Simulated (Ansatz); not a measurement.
**TiAl: strain energy, fitted**

TiAl, P4/mmm, a = 2.810 Å, c = 4.066 Å. The structure is a Materials Project entry; whether it is the stable form wasn't checked. Ansatz: r2SCAN, PAW, 500 eV, Γ-centred 18×18×14 mesh on 2 atoms, Gaussian smearing 0.10 eV; no spin polarisation. Series: biaxial strain in the a-b plane, c and atoms relaxed; x is the strain in per cent. y is the free energy over the unstrained cell, V0 = 16.050 Å³/atom.

```
x (%) y (meV/atom)
 -4.5         43.83
 -3.0         19.22
 -1.5          4.78
  0.0          0.00
  1.5          4.11
  3.0         15.36
  4.5             ?
```

Task: Fit y = c2 x² + c3 x³ to the other rows, turn c2 into a modulus, and predict the missing energy.

Result: Least squares on the rows shown. y = 1.9022 x² − 0.060340 x³. In eV per unit strain² c2 is 19.02; M is the biaxial modulus (E = M V0 ε²): 19.02 × 160.2 / (16.050) = 190 GPa. The unstrained cell keeps some stress along the strain, worth a slope of -0.13 meV/atom per %, which the form leaves out. With a term in x⁴ added, the coefficient of x² becomes 1.987, 4 % more, which shows how far this figure hangs on the form. At x = 4.5 the fit asked for gives 33.02 meV/atom. The run gave 31.76 meV/atom, so the fit is 1.26 meV/atom too high, 2.9 % of the span of the series, against an rms of 0.27 meV/atom on the fitted rows. The row lies outside the fitted range. With a term in x⁴ added, a fit to the same known rows predicts 30.71 meV/atom, which misses by about as much or more on the other side: the known rows don't fix the higher terms.